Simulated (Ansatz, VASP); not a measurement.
Ca in VASP and in Ansatz

```
CELL_PARAMETERS angstrom
-2.13864 2.13864 2.13864
2.13864 -2.13864 2.13864
2.13864 2.13864 -2.13864
ATOMIC_POSITIONS crystal
Ca 0.00000 0.00000 0.00000
```

Alike in both runs: task single point; functional RPBE; k mesh 11 × 11 × 11; occupations fermi-dirac, width 0.1 eV; no spin polarisation.

```csv
,VASP,Ansatz
version,VASP 6.6.1,Ansatz 0.2.0
potentials or method,"VASP PAW PBE potentials, release 64 (Ca_sv)","plane waves (420 eV) with PAW, scalar-relativistic"
plane-wave cutoff (eV),520,420
valence electrons in the cell,10,10
```

|  | VASP | Ansatz | Ansatz less VASP |
| --- | --- | --- | --- |
| pressure (GPa) | 2.5 | 2.5 | -0.02 |

Caveats: the PAW data sets were made with another functional, which shifts forces and pressure a little (VASP).
